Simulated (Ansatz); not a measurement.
## KBr under changes of volume

One of the cells (33.055 Å³/atom); the others are scaled copies at fixed shape and fractional positions:

```xyz
2
Lattice="4.0435 0.0000 0.0000 0.0000 4.0435 0.0000 0.0000 0.0000 4.0435" Properties=species:S:1:pos:R:3 pbc="T T T"
Br    2.0217    2.0217    2.0217
K     0.0000    0.0000    0.0000
```

Measurements of this composition are mostly on another form, of space group No. 225.

| Quantity | Value |
| --- | --- |
| Program | Ansatz 0.2.0 |
| Functional | BPBE |
| Potentials or basis | PseudoDojo standard (LDA files) |
| Cutoff | 980 eV |
| Density cutoff | 3918 eV |
| k mesh | 7 × 7 × 7 |
| Occupations | cold, width 0.05 eV |
| Spin | no spin polarisation |

```csv
volume (Å³/atom),energy over the lowest point (meV/atom),pressure (GPa),gap on the mesh (eV)
31.072,?,?,?
31.733,4.79,0.9,4.15
32.394,1.89,0.5,4.08
33.055,0.34,0.2,4.03
33.716,0.00,-0.1,3.97
34.378,0.73,-0.3,3.92
35.039,2.42,-0.5,3.87
```

**Question.** What does the run at 31.072 Å³/atom give?

**Answer.** Energy over the lowest point 9.22 meV/atom; pressure 1.3 GPa; gap on the mesh 4.21 eV.

Worked out: A Birch-Murnaghan fit of order 3 (a polynomial in V^(-2/3)) to the other rows has its minimum at 33.59 Å³/atom with B0 = V·E''(V) = 13.5 GPa and B' = 4.9. It gives 9.21 meV/atom at 31.072 Å³/atom, against the run's 9.22, and -dE/dV = 1.3 GPa, against 1.3. A straight line through the other rows of the gap, of slope -2.8 eV per unit of ln V, extrapolates to 4.20 eV, against the run's 4.21.

Energies are extrapolated to zero smearing.

Caveats: the potentials were made for another functional, which shifts forces and pressure; odd divisions of the mesh miss points on the zone boundary, where band edges often lie, so the gap on the mesh can be too wide.

A mesh can miss the band edges. Spin-orbit coupling on Br is left out.
